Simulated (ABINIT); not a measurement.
# CsPbBr3 (Pm-3m) in ABINIT: notebook

The runs below take CsPbBr3 through single point, with LDA.

All numbers are computed with ABINIT 10.8.3 (patched build); they aren't measurements. Logs are shortened: lines on timing, memory, paths and dates and some standing lists are left out, and cuts for length are marked. The log counts tension as positive stress, the text compression.

## 1. The crystal as given

The structure is cubic, space group Pm-3m (No. 221). The conventional cell has a = 5.870 Å, b = 5.870 Å, c = 5.870 Å, α = 90.00°, β = 90.00°, γ = 90.00°. Pb (site symmetry m-3m) has 6 Br at 2.94 Å as nearest neighbours. Cs (site symmetry m-3m) is surrounded by 12 Br at 4.15 Å. Around Br (site symmetry 4/mmm) lie 2 Pb at 2.94 Å.

Measurements of this composition are mostly on another form, of space group No. 62.

## 2. Single point, LDA

run.abi

```
# Pseudopotentials
pp_dirpath "./"
pseudos "Pb.hgh, Cs.hgh, Br.hgh"

# Structure
acell 5.87 5.87 5.87 Angstrom
rprim
     1.0000000000     0.0000000000     0.0000000000
     0.0000000000     1.0000000000     0.0000000000
     0.0000000000     0.0000000000     1.0000000000
ntypat 3
znucl 82 55 35
natom 5
typat 1 2 3 3 3
xred
     0.5000000000     0.5000000000     0.5000000000
     0.0000000000     0.0000000000     0.0000000000
     0.5000000000     0.5000000000     0.0000000000
     0.5000000000     0.0000000000     0.5000000000
     0.0000000000     0.5000000000     0.5000000000

# Plane-wave basis
ecut 27.0

# k points
kptopt 1
ngkpt 4 4 4
nshiftk 1
shiftk 0.0 0.0 0.0

# Exchange and correlation
ixc 7

# Bands and occupations
nband 17
occopt 3
tsmear 0.05 eV

# SCF cycle
nstep 100
tolvrs 1.0e-10

# Output
iomode 3
prtwf 0
prtden 0
prteig 0
prtebands 0
enunit 1
prtvol 2
```

Potentials or basis: HGH LDA.

The run is started by

```
> abinit run.abi > log 2>&1
```

run.abo:

```text
.Version 10.8.3 of ABINIT
 Symmetries : space group Pm -3 m (#221); Bravais cP (primitive cubic)
================================================================================
 Values of the parameters that define the memory need of the present run
     intxc =       0    ionmov =       0      iscf =       7    lmnmax =       6
     lnmax =       6     mgfft =      54  mpssoang =       3    mqgrid =    3001
     natom =       5  nloc_mem =       1    nspden =       1   nspinor =       1
    nsppol =       1      nsym =      48    n1xccc =       0    ntypat =       3
    occopt =       3   xclevel =       1
       mpw =        9183          nfft =      157464          nkpt =          10
================================================================================
================================================================================

--------------------------------------------------------------------------------
------------- Echo of variables that govern the present computation ------------
--------------------------------------------------------------------------------
 -outvars: echo values of preprocessed input variables --------
            acell      1.1092692359E+01  1.1092692359E+01  1.1092692359E+01 Bohr
              amu      2.07200000E+02  1.32905430E+02  7.99040000E+01
             ecut      2.70000000E+01 Hartree
           enunit           1
              ixc           7
         kptrlatt        4    0    0      0    4    0      0    0    4
          kptrlen      4.43707694E+01
            natom           5
            nband          17
            ngfft          54      54      54
             nkpt          10
            nstep         100
             nsym          48
           ntypat           3
           occopt           3
           prtden           0
        prtebands           0
           prteig           0
           prtvol           2
            prtwf           0
          spgroup         221
           tolvrs      1.00000000E-10
           tsmear      1.83746611E-03 Hartree
            typat      1  2  3  3  3
           xangst      2.9350000000E+00  2.9350000000E+00  2.9350000000E+00
                       0.0000000000E+00  0.0000000000E+00  0.0000000000E+00
                       2.9350000000E+00  2.9350000000E+00  0.0000000000E+00
                       2.9350000000E+00  0.0000000000E+00  2.9350000000E+00
                       0.0000000000E+00  2.9350000000E+00  2.9350000000E+00
            xcart      5.5463461795E+00  5.5463461795E+00  5.5463461795E+00
                       0.0000000000E+00  0.0000000000E+00  0.0000000000E+00
                       5.5463461795E+00  5.5463461795E+00  0.0000000000E+00
                       5.5463461795E+00  0.0000000000E+00  5.5463461795E+00
                       0.0000000000E+00  5.5463461795E+00  5.5463461795E+00
             xred      5.0000000000E-01  5.0000000000E-01  5.0000000000E-01
                       0.0000000000E+00  0.0000000000E+00  0.0000000000E+00
                       5.0000000000E-01  5.0000000000E-01  0.0000000000E+00
                       5.0000000000E-01  0.0000000000E+00  5.0000000000E-01
                       0.0000000000E+00  5.0000000000E-01  5.0000000000E-01
            znucl       82.00000   55.00000   35.00000

================================================================================

 chkinp: Checking input parameters for consistency.

================================================================================
== DATASET  1 ==================================================================

--- !DatasetInfo
iteration_state: {dtset: 1, }
dimensions: {natom: 5, nkpt: 10, mband: 17, nsppol: 1, nspinor: 1, nspden: 1, mpw: 9183, }
cutoff_energies: {ecut:  27.0, pawecutdg:  -1.0, }
electrons: {nelect:   2.60000000E+01, charge:   0.00000000E+00, occopt:   3.00000000E+00, tsmear:   1.83746611E-03, }
meta: {optdriver: 0, ionmov: 0, optcell: 0, iscf: 7, paral_kgb: 0, }
...

 Exchange-correlation functional for the present dataset will be:
  LDA: Perdew-Wang 92 LSD fit to Ceperley-Alder data - ixc=7
  J.P.Perdew and Y.Wang, PRB 45, 13244 (1992)

 Real(R)+Recip(G) space primitive vectors, cartesian coordinates (Bohr,Bohr^-1):
 R(1)= 11.0926924  0.0000000  0.0000000  G(1)=  0.0901494  0.0000000  0.0000000
 R(2)=  0.0000000 11.0926924  0.0000000  G(2)=  0.0000000  0.0901494  0.0000000
[... 152 lines left out ...]
  8.92E-19 2.11E-18 1.90E-18 2.11E-18 6.02E-19 6.37E-18 7.84E-18 7.34E-18
  2.04E-15
 reduced coordinates (array xred) for    5 atoms
       0.500000000000      0.500000000000      0.500000000000
       0.000000000000      0.000000000000      0.000000000000
       0.500000000000      0.500000000000      0.000000000000
       0.500000000000      0.000000000000      0.500000000000
       0.000000000000      0.500000000000      0.500000000000
 rms dE/dt=  0.0000E+00; max dE/dt=  0.0000E+00; dE/dt below (all hartree)
    1       0.000000000000      0.000000000000      0.000000000000
    2       0.000000000000      0.000000000000      0.000000000000
    3       0.000000000000      0.000000000000      0.000000000000
    4       0.000000000000      0.000000000000      0.000000000000
    5       0.000000000000      0.000000000000      0.000000000000

 cartesian coordinates (angstrom) at end:
    1      2.93500000000000     2.93500000000000     2.93500000000000
    2      0.00000000000000     0.00000000000000     0.00000000000000
    3      2.93500000000000     2.93500000000000     0.00000000000000
    4      2.93500000000000     0.00000000000000     2.93500000000000
    5      0.00000000000000     2.93500000000000     2.93500000000000

 cartesian forces (hartree/bohr) at end:
    1     -0.00000000000000    -0.00000000000000    -0.00000000000000
    2     -0.00000000000000    -0.00000000000000    -0.00000000000000
    3     -0.00000000000000    -0.00000000000000    -0.00000000000000
    4     -0.00000000000000    -0.00000000000000    -0.00000000000000
    5     -0.00000000000000    -0.00000000000000    -0.00000000000000
 frms,max,avg= 0.0000000E+00 0.0000000E+00   0.000E+00  0.000E+00  0.000E+00 h/b

 cartesian forces (eV/Angstrom) at end:
    1     -0.00000000000000    -0.00000000000000    -0.00000000000000
    2     -0.00000000000000    -0.00000000000000    -0.00000000000000
    3     -0.00000000000000    -0.00000000000000    -0.00000000000000
    4     -0.00000000000000    -0.00000000000000    -0.00000000000000
    5     -0.00000000000000    -0.00000000000000    -0.00000000000000
 frms,max,avg= 0.0000000E+00 0.0000000E+00   0.000E+00  0.000E+00  0.000E+00 e/A
 length scales= 11.092692359079 11.092692359079 11.092692359079 bohr
              =  5.870000000000  5.870000000000  5.870000000000 angstroms
 Fermi (or HOMO) energy (eV) =   0.73047   Average Vxc (eV)=  -6.57910
 Eigenvalues (   eV  ) for nkpt=  10  k points:
 kpt#   1, nband= 17, wtk=  0.01563, kpt=  0.0000  0.0000  0.0000 (reduced coord)
 -14.73552  -14.15404  -14.15404   -7.05548   -4.29822   -4.29822   -4.29822   -1.97155
  -1.97155   -1.97155   -1.88991   -1.88991   -1.88991    2.78915    4.08907    4.08907
   4.83556
 kpt#   2, nband= 17, wtk=  0.09375, kpt=  0.2500  0.0000  0.0000 (reduced coord)
 -14.66516  -14.22400  -14.15287   -7.49697   -4.24411   -4.24411   -3.36112   -2.06370
  -2.06370   -2.05213   -1.94255   -1.94255   -1.88502    3.38209    4.21461    4.48477
   4.56958
 kpt#   3, nband= 17, wtk=  0.04688, kpt=  0.5000  0.0000  0.0000 (reduced coord)
 -14.55534  -14.33360  -14.15150   -7.80783   -4.18523   -4.18523   -2.72207   -2.17407
  -2.17407   -2.12776   -1.97847   -1.97847   -1.36291    2.46886    4.35816    4.87507
   5.19102
 kpt#   4, nband= 17, wtk=  0.18750, kpt=  0.2500  0.2500  0.0000 (reduced coord)
 -14.60014  -14.24267  -14.19403   -7.87889   -4.18194   -3.54135   -3.15502   -2.38719
  -2.11278   -2.04616   -1.99853   -1.80620   -1.75753    3.68394    3.88094    4.20643
   4.86765
 kpt#   5, nband= 17, wtk=  0.18750, kpt=  0.5000  0.2500  0.0000 (reduced coord)
[... 8 lines left out ...]
 -14.54264  -14.24245  -14.24245   -8.22563   -3.47207   -3.47207   -3.03154   -2.44504
  -2.44504   -1.87271   -1.78013   -1.78013   -1.74140    3.59275    3.60832    3.60832
   4.44885
 kpt#   8, nband= 17, wtk=  0.18750, kpt=  0.5000  0.2500  0.2500 (reduced coord)
 -14.44678  -14.32904  -14.24200   -8.49867   -3.38539   -3.12425   -2.84869   -2.64309
  -2.38988   -1.86019   -1.77977   -1.66170   -1.06873    1.96560    3.41508    3.49573
   4.74564
 kpt#   9, nband= 17, wtk=  0.09375, kpt=  0.5000  0.5000  0.2500 (reduced coord)
 -14.34858  -14.32775  -14.32775   -8.76722   -3.16937   -2.90676   -2.69208   -2.69208
  -2.21217   -1.77504   -1.77504   -1.49503   -0.47672    1.70223    1.70223    3.24202
   4.82336
 kpt#  10, nband= 17, wtk=  0.01563, kpt=  0.5000  0.5000  0.5000 (reduced coord)
 -14.32818  -14.32818  -14.32818   -9.03332   -2.83059   -2.83059   -2.83059   -2.20859
  -2.20859   -1.48409   -1.48409   -1.48409    0.10901    1.40741    1.40741    1.40741
   4.37825
 Total charge density [el/Bohr^3]
)     Maximum=    1.8852E-01  at reduced coord.    0.0000    0.5556    0.5926
)Next maximum=    1.8852E-01  at reduced coord.    0.0000    0.4444    0.5926
)     Minimum=    3.0450E-07  at reduced coord.    0.0000    0.0000    0.0000
)Next minimum=    4.1513E-07  at reduced coord.    0.0185    0.0000    0.0000
   Integrated=    2.6000E+01

--- !EnergyTerms
iteration_state     : {dtset: 1, }
comment             : Components of total free energy in Hartree
kinetic             :  1.47641634616530E+01
hartree             :  1.20746679243775E+01
xc                  : -8.90875376489281E+00
Ewald energy        : -3.08120028076133E+01
psp_core            :  1.03644615526438E+00
local_psp           : -3.77087800659008E+01
non_local_psp       :  5.06791866316652E+00
internal            : -4.44863404339455E+01
'-kT*entropy'       : -6.43923787243836E-09
total_energy        : -4.44863404403848E+01
total_energy_eV     : -1.21053499239351E+03
band_energy         : -5.36372701498530E+00
...

 Cartesian components of stress tensor (hartree/bohr^3)
  sigma(1 1)=  4.93649468E-05  sigma(3 2)=  0.00000000E+00
  sigma(2 2)=  4.93649468E-05  sigma(3 1)=  0.00000000E+00
  sigma(3 3)=  4.93649468E-05  sigma(2 1)=  0.00000000E+00

-Cartesian components of stress tensor (GPa)         [Pressure= -1.4524E+00 GPa]
- sigma(1 1)=  1.45236688E+00  sigma(3 2)=  0.00000000E+00
- sigma(2 2)=  1.45236688E+00  sigma(3 1)=  0.00000000E+00
- sigma(3 3)=  1.45236688E+00  sigma(2 1)=  0.00000000E+00

== END DATASET(S) ==============================================================
================================================================================

 -outvars: echo values of variables after computation  --------
            acell      1.1092692359E+01  1.1092692359E+01  1.1092692359E+01 Bohr
           etotal     -4.4486340440E+01
            fcart     -0.0000000000E+00 -0.0000000000E+00 -0.0000000000E+00
                      -0.0000000000E+00 -0.0000000000E+00 -0.0000000000E+00
                      -0.0000000000E+00 -0.0000000000E+00 -0.0000000000E+00
                      -0.0000000000E+00 -0.0000000000E+00 -0.0000000000E+00
                      -0.0000000000E+00 -0.0000000000E+00 -0.0000000000E+00
           strten      4.9364946767E-05  4.9364946767E-05  4.9364946767E-05
                       0.0000000000E+00  0.0000000000E+00  0.0000000000E+00
           xangst      2.9350000000E+00  2.9350000000E+00  2.9350000000E+00
                       0.0000000000E+00  0.0000000000E+00  0.0000000000E+00
                       2.9350000000E+00  2.9350000000E+00  0.0000000000E+00
                       2.9350000000E+00  0.0000000000E+00  2.9350000000E+00
                       0.0000000000E+00  2.9350000000E+00  2.9350000000E+00
             xred      5.0000000000E-01  5.0000000000E-01  5.0000000000E-01
                       0.0000000000E+00  0.0000000000E+00  0.0000000000E+00
                       5.0000000000E-01  5.0000000000E-01  0.0000000000E+00
                       5.0000000000E-01  0.0000000000E+00  5.0000000000E-01
                       0.0000000000E+00  5.0000000000E-01  5.0000000000E-01
 Calculation completed.
```

Run time: 52 s. Hardware: 1 thread of Arm Neoverse V1, shared host; peak memory 0.11 GiB.

What came out:

```yaml
Free_energy: -1210.5350 eV
Band_gap_on_the_k_mesh: 1.30 eV, direct
Valence_electrons_inside_the_program's_atomic_spheres: Pb 1.03; Cs 0.00; Br 4.23
```

Caveat: the cutoff is too short for stress, so the log's stress isn't used; spin-orbit coupling is left out, which as a rule narrows the gap of such compounds by several tenths of an eV; HGH potentials are hard and often keep d shells in the core, so these values are rough. A k mesh can miss the band edges.

## 3. Single point, LDA

run.abi

```
# Pseudopotentials
pp_dirpath "./"
pseudos "Pb.hgh, Cs_sc.hgh, Br.hgh"

# Structure
acell 3*1.0
rprim
    11.0926923516     0.0000000000     0.0000000000
     0.0000000000    11.0926923516     0.0000000000
     0.0000000000     0.0000000000    11.0926923516
ntypat 3
znucl 82 55 35
natom 5
typat 1 2 3 3 3
xred
     0.5000000000     0.5000000000     0.5000000000
     0.0000000000     0.0000000000     0.0000000000
     0.5000000000     0.5000000000     0.0000000000
     0.5000000000     0.0000000000     0.5000000000
     0.0000000000     0.5000000000     0.5000000000

# Plane-wave basis
ecut 734.707429 eV

# k points
kptopt 1
ngkpt 4 4 4
nshiftk 1
shiftk 0.0 0.0 0.0

# Exchange and correlation
ixc 7

# Bands and occupations
nband 21
occopt 3
tsmear 0.05 eV

# SCF cycle
nstep 100
tolvrs 1.0e-10

# Output
iomode 3
prtwf 0
prteig 0
prtebands 0
prtden 1
prtvha 1
prtvclmb 1
prtpot 1
prtelf 1
```

Potentials or basis: HGH LDA semicore.

The run is started by

```
> abinit run.abi > log 2>&1
```

It took 82 s on 1 thread of Arm Neoverse V1, shared host; peak memory 0.11 GiB.

It converged, with:

| Item | Value |
| --- | --- |
| Free energy | -1756.4495 eV |
| Band gap on the k mesh | 1.30 eV, direct |
| Valence electrons inside the program's atomic spheres | Pb 1.03; Cs 4.48; Br 4.23 |

Levels at points of the mesh, in eV from the valence-band top:
```tsv
k point	band 15	band 16	band 17	band 18	band 19	band 20
(0.00, 0.00, 0.00)	-1.97	-1.97	-1.97	2.69	3.90	3.90
(0.50, 0.00, 0.00)	-2.09	-2.09	-1.47	2.37	4.21	4.79
(0.50, 0.50, 0.00)	-2.32	-1.61	-0.72	1.87	1.87	4.80
(0.50, 0.50, 0.50)	-1.60	-1.60	0.00	1.30	1.30	1.30
```

Caveat: the cutoff is too short for stress, so the log's stress isn't used; spin-orbit coupling is left out, which as a rule narrows the gap of such compounds by several tenths of an eV; HGH potentials are hard and often keep d shells in the core, so these values are rough.
